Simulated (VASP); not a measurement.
# Cu (I4/mmm) in VASP: further runs, part 2 of 2

VASP 6.6.1.

## 3. Equation of state, PBE, 11.00 Å³/atom (volume scaled by 0.96)

File INCAR:

```
SYSTEM = Cu
  PREC = Accurate
  ENCUT = 520
  EDIFF = 1E-7
  ISMEAR = -1
  SIGMA = 0.05
  LREAL = .False.
  LASPH = .True.
  NELM = 100
  ALGO = Normal
  ISIF = 2
  LWAVE = .False.
  LCHARG = .False.
  GGA = PE
  NBANDS = 12
```

File KPOINTS:

```
regular mesh
0
Gamma
  13 13 13
  0 0 0
```

File POSCAR:

```
Cu
1.0
   -1.4232937226      1.4232937226      1.3574834749
    1.4232937226     -1.4232937226      1.3574834749
    1.4232937226      1.4232937226     -1.3574834749
Cu
1
Direct
    0.0000000000      0.0000000000      0.0000000000
```

Potentials or basis: VASP PAW PBE potentials, release 64 (Cu).

On the command line:

```sh
cat potpaw_PBE.64/Cu/POTCAR > POTCAR
mpirun -np 1 vasp_std > vasp.out
```

Run time: 12 s. Hardware: 1 thread of AMD EPYC 9R45 (Zen 5), shared host; peak memory 0.1 GiB.

The run converged. Its results:

```
Free energy            : -3.6504 eV
Pressure               : 15.7 GPa
Band gap on the k mesh : none (metal or under the smearing width)
```

## 4. Equation of state, PBE, 11.23 Å³/atom (volume scaled by 0.98)

File INCAR:

```
PREC     = Accurate       # precision mode
ENCUT    = 520            # plane-wave cutoff, eV
EDIFF    = 1E-7           # SCF threshold, eV
ISMEAR   = -1             # smearing method
SIGMA    = 0.05           # smearing width, eV
LREAL    = False          # projectors in reciprocal space
LASPH    = True           # aspherical terms in the spheres
NELM     = 60             # most SCF steps
ALGO     = Normal         # electronic algorithm
ISIF     = 2              # what is computed and relaxed
LWAVE    = False          # write WAVECAR
LCHARG   = False          # write CHGCAR
GGA      = PE             # functional
NBANDS   = 12             # bands
```

File KPOINTS:

```
Automatic mesh
0
Gamma
  13 13 13
```

File POSCAR:

```
Cu
1.0
   -1.4331098516      1.4331098516      1.3668457257
    1.4331098516     -1.4331098516      1.3668457257
    1.4331098516      1.4331098516     -1.3668457257
Cu
1
Direct
    0.0000000000      0.0000000000      0.0000000000
```

On the command line:

```sh
cat potpaw_PBE.64/Cu/POTCAR > POTCAR
mpirun -np 1 vasp_std > vasp.out
```

Wall time 13 s (1 thread of AMD EPYC 9R45 (Zen 5), shared host); peak memory 0.1 GiB.

Results (log left out):

* Free energy: -3.6700 eV
* Pressure: 11.6 GPa
* Band gap on the k mesh: none (metal or under the smearing width)

## 5. Equation of state, PBE, 11.69 Å³/atom (volume scaled by 1.02)

File INCAR:

```
  PREC = Accurate
  ENCUT = 520
  EDIFF = 1E-7
  ISMEAR = -1
  SIGMA = 0.05
  LREAL = False
  LASPH = True
  NELM = 60
  ALGO = Normal
  ISIF = 2
  LWAVE = False
  LCHARG = False
  GGA = PE
  NBANDS = 12
```

KPOINTS is that of step 4.

File POSCAR:

```
Cu
1.0
   -1.4523485211      1.4523485211      1.3851948378
    1.4523485211     -1.4523485211      1.3851948378
    1.4523485211      1.4523485211     -1.3851948378
Cu
1
Direct
    0.0000000000      0.0000000000      0.0000000000
```

On the command line:

```sh
cat potpaw_PBE.64/Cu/POTCAR > POTCAR
mpirun -np 1 vasp_std > vasp.out
```

It took 12 s on 1 thread of AMD EPYC 9R45 (Zen 5), shared host; peak memory 0.1 GiB.

The run converged. Its results:

| Property | Result |
| --- | --- |
| Free energy | -3.6930 eV |
| Pressure | 4.6 GPa |
| Band gap on the k mesh | none (metal or under the smearing width) |

## 6. Equation of state, PBE, 11.92 Å³/atom (volume scaled by 1.04)

File INCAR:

```
SYSTEM = Cu
PREC     = Accurate       ! precision mode
ENCUT    = 520            ! plane-wave cutoff, eV
EDIFF    = 1E-7           ! SCF threshold, eV
ISMEAR   = -1             ! smearing method
SIGMA    = 0.05           ! smearing width, eV
LREAL    = .FALSE.        ! projectors in reciprocal space
LASPH    = .TRUE.         ! aspherical terms in the spheres
NELM     = 60             ! most SCF steps
ALGO     = Normal         ! electronic algorithm
ISIF     = 2              ! what is computed and relaxed
LWAVE    = .FALSE.        ! write WAVECAR
LCHARG   = .FALSE.        ! write CHGCAR
GGA      = PE             ! functional
NBANDS   = 12             ! bands
```

File KPOINTS:

```
regular mesh
0
G
  13 13 13
  0 0 0
```

File POSCAR:

```
Cu
1.0
   -1.4617796199      1.4617796199      1.3941898615
    1.4617796199     -1.4617796199      1.3941898615
    1.4617796199      1.4617796199     -1.3941898615
Cu
1
Direct
    0.0000000000      0.0000000000      0.0000000000
```

Potentials or basis: VASP PAW PBE potentials, release 64 (Cu).

On the command line:

```sh
cat potpaw_PBE.64/Cu/POTCAR > POTCAR
mpirun -np 1 vasp_std > vasp.out
```

It took 14 s on 1 thread of AMD EPYC 9R45 (Zen 5), shared host; peak memory 0.11 GiB.

It converged, with:

```yaml
Free_energy: -3.6976 eV
Pressure: 1.7 GPa
Band_gap_on_the_k_mesh: none (metal or under the smearing width)
```

## 7. Equation of state, PBE, 12.15 Å³/atom (volume scaled by 1.06)

File INCAR:

```
  ALGO = Normal
  EDIFF = 1E-7
  ENCUT = 520
  GGA = PE
  ISIF = 2
  ISMEAR = -1
  LASPH = T
  LCHARG = F
  LREAL = F
  LWAVE = F
  NBANDS = 12
  NELM = 60
  PREC = Accurate
  SIGMA = 0.05
```

File KPOINTS:

```
k-points
0
Gamma
  13 13 13
```

File POSCAR:

```
Cu
1.0
   -1.4710905692      1.4710905692      1.4030702911
    1.4710905692     -1.4710905692      1.4030702911
    1.4710905692      1.4710905692     -1.4030702911
Cu
1
Direct
    0.0000000000      0.0000000000      0.0000000000
```

On the command line:

```sh
cat potpaw_PBE.64/Cu/POTCAR > POTCAR
mpirun -np 1 vasp_std > vasp.out
```

It took 14 s on 1 thread of AMD EPYC 9R45 (Zen 5), shared host; peak memory 0.11 GiB.

It converged, with:

* Free energy: -3.6983 eV
* Pressure: -0.9 GPa
* Band gap on the k mesh: none (metal or under the smearing width)

## 8. Equation of state, PBE

This step only gathers the single runs of the series.

What came out:

```yaml
Equilibrium_volume: 12.07 Å³/atom
Bulk_modulus_at_fixed_shape_and_positions: 135 GPa
Pressure_derivative_of_the_bulk_modulus: 5.1
```

Energy against volume, from the lowest point:
```csv
volume (Å³/atom),energy (meV/atom)
10.771,73.80
11.000,47.88
11.229,28.26
11.458,14.25
11.687,5.23
11.916,0.63
12.146,0.00
```

Caveat: the cell was scaled at fixed shape and fractional positions, which overstates the stiffness of a crystal with free parameters, most of all of layers and chains.

## 9. Equation of state, PBEsol, 10.77 Å³/atom (volume scaled by 0.94)

File INCAR:

```
SYSTEM = Cu
PREC = Accurate
ENCUT = 520
EDIFF = 1E-7
ISMEAR = -1
SIGMA = 0.05
LREAL = .FALSE.
LASPH = .TRUE.
NELM = 100
ALGO = Normal
ISIF = 2
LWAVE = .FALSE.
LCHARG = .FALSE.
GGA = PS
NBANDS = 12
```

File KPOINTS:

```
regular mesh
0
G
  13 13 13
  0 0 0
```

File POSCAR:

```
Cu
1.0
   -1.4133402940      1.4133402940      1.3479902729
    1.4133402940     -1.4133402940      1.3479902729
    1.4133402940      1.4133402940     -1.3479902729
Cu
1
Direct
    0.0000000000      0.0000000000      0.0000000000
```

Potentials or basis: VASP PAW PBE potentials, release 64 (Cu).

On the command line:

```sh
cat potpaw_PBE.64/Cu/POTCAR > POTCAR
mpirun -np 1 vasp_std > vasp.out
```

It took 17 s on 1 thread of Intel Xeon Platinum 8259CL at 2.50GHz (Skylake/Cascade Lake), shared host; peak memory 0.13 GiB.

Results (log left out):

```
Free energy            : -4.2554 eV
Pressure               : 10.8 GPa
Band gap on the k mesh : none (metal or under the smearing width)
```

Caveat: the PAW data sets were made with another functional, which shifts forces and pressure a little.

## 10. Equation of state, PBEsol, 11.00 Å³/atom (volume scaled by 0.96)

INCAR is that of step 9.

KPOINTS is that of step 9.

File POSCAR:

```
Cu
1.0
   -1.4232937226      1.4232937226      1.3574834749
    1.4232937226     -1.4232937226      1.3574834749
    1.4232937226      1.4232937226     -1.3574834749
Cu
1
Direct
    0.0000000000      0.0000000000      0.0000000000
```

On the command line:

```sh
cat potpaw_PBE.64/Cu/POTCAR > POTCAR
mpirun -np 1 vasp_std > vasp.out
```

It took 17 s on 1 thread of Intel Xeon Platinum 8259CL at 2.50GHz (Skylake/Cascade Lake), shared host; peak memory 0.13 GiB.

It converged, with:

- Free energy: -4.2679 eV
- Pressure: 6.5 GPa
- Band gap on the k mesh: none (metal or under the smearing width)

Caveat: the PAW data sets were made with another functional, which shifts forces and pressure a little.

## 11. Equation of state, PBEsol, 11.23 Å³/atom (volume scaled by 0.98)

INCAR is that of step 10.

KPOINTS is that of step 10.

File POSCAR:

```
Cu
1.0
   -1.4331098516      1.4331098516      1.3668457257
    1.4331098516     -1.4331098516      1.3668457257
    1.4331098516      1.4331098516     -1.3668457257
Cu
1
Direct
    0.0000000000      0.0000000000      0.0000000000
```

On the command line:

```sh
cat potpaw_PBE.64/Cu/POTCAR > POTCAR
mpirun -np 1 vasp_std > vasp.out
```

Run time: 17 s. Hardware: 1 thread of Intel Xeon Platinum 8259CL at 2.50GHz (Skylake/Cascade Lake), shared host; peak memory 0.13 GiB.

Results (log left out):

```
Free energy            : -4.2746 eV
Pressure               : 2.7 GPa
Band gap on the k mesh : none (metal or under the smearing width)
```

Caveat: the PAW data sets were made with another functional, which shifts forces and pressure a little.

## 12. Equation of state, PBEsol, 11.69 Å³/atom (volume scaled by 1.02)

INCAR is that of step 11.

KPOINTS is that of step 11.

File POSCAR:

```
Cu
1.0
   -1.4523485211      1.4523485211      1.3851948378
    1.4523485211     -1.4523485211      1.3851948378
    1.4523485211      1.4523485211     -1.3851948378
Cu
1
Direct
    0.0000000000      0.0000000000      0.0000000000
```

Potentials or basis: VASP PAW PBE potentials, release 64 (Cu).

On the command line:

```sh
cat potpaw_PBE.64/Cu/POTCAR > POTCAR
mpirun -np 1 vasp_std > vasp.out
```

It took 17 s on 1 thread of Intel Xeon Platinum 8259CL at 2.50GHz (Skylake/Cascade Lake), shared host; peak memory 0.13 GiB.

It converged, with:

- Free energy: -4.2732 eV
- Pressure: -3.7 GPa
- Band gap on the k mesh: none (metal or under the smearing width)

Caveat: the PAW data sets were made with another functional, which shifts forces and pressure a little.

## 13. Equation of state, PBEsol, 11.92 Å³/atom (volume scaled by 1.04)

INCAR is that of step 12.

KPOINTS is that of step 12.

File POSCAR:

```
Cu
1.0
   -1.4617796199      1.4617796199      1.3941898615
    1.4617796199     -1.4617796199      1.3941898615
    1.4617796199      1.4617796199     -1.3941898615
Cu
1
Direct
    0.0000000000      0.0000000000      0.0000000000
```

On the command line:

```sh
cat potpaw_PBE.64/Cu/POTCAR > POTCAR
mpirun -np 1 vasp_std > vasp.out
```

It took 20 s on 1 thread of Intel Xeon Platinum 8259CL at 2.50GHz (Skylake/Cascade Lake), shared host; peak memory 0.14 GiB.

It converged, with:

```
Free energy            : -4.2662 eV
Pressure               : -6.3 GPa
Band gap on the k mesh : none (metal or under the smearing width)
```

Caveat: the PAW data sets were made with another functional, which shifts forces and pressure a little.

## 14. Equation of state, PBEsol, 12.15 Å³/atom (volume scaled by 1.06)

INCAR is that of step 13.

KPOINTS is that of step 13.

File POSCAR:

```
Cu
1.0
   -1.4710905692      1.4710905692      1.4030702911
    1.4710905692     -1.4710905692      1.4030702911
    1.4710905692      1.4710905692     -1.4030702911
Cu
1
Direct
    0.0000000000      0.0000000000      0.0000000000
```

On the command line:

```sh
cat potpaw_PBE.64/Cu/POTCAR > POTCAR
mpirun -np 1 vasp_std > vasp.out
```

Wall time 21 s (1 thread of Intel Xeon Platinum 8259CL at 2.50GHz (Skylake/Cascade Lake), shared host); peak memory 0.14 GiB.

It converged, with:

```yaml
Free_energy: -4.2557 eV
Pressure: -8.6 GPa
Band_gap_on_the_k_mesh: none (metal or under the smearing width)
```

Caveat: the PAW data sets were made with another functional, which shifts forces and pressure a little.

## 15. Equation of state, PBEsol

Potentials or basis: VASP PAW PBE potentials, release 64 (Cu).

This step only gathers the single runs of the series.

What came out:

- Equilibrium volume: 11.42 Å³/atom
- Bulk modulus at fixed shape and positions: 161 GPa
- Pressure derivative of the bulk modulus: 5.1

Energy against volume, from the lowest point:
| volume (Å³/atom) | energy (meV/atom) |
| --- | --- |
| 10.771 | 20.77 |
| 11.000 | 8.27 |
| 11.229 | 1.57 |
| 11.458 | 0.00 |
| 11.687 | 2.98 |
| 11.916 | 9.97 |
| 12.146 | 20.52 |

Caveat: the cell was scaled at fixed shape and fractional positions, which overstates the stiffness of a crystal with free parameters, most of all of layers and chains; the PAW data sets were made with another functional, which shifts forces and pressure a little.
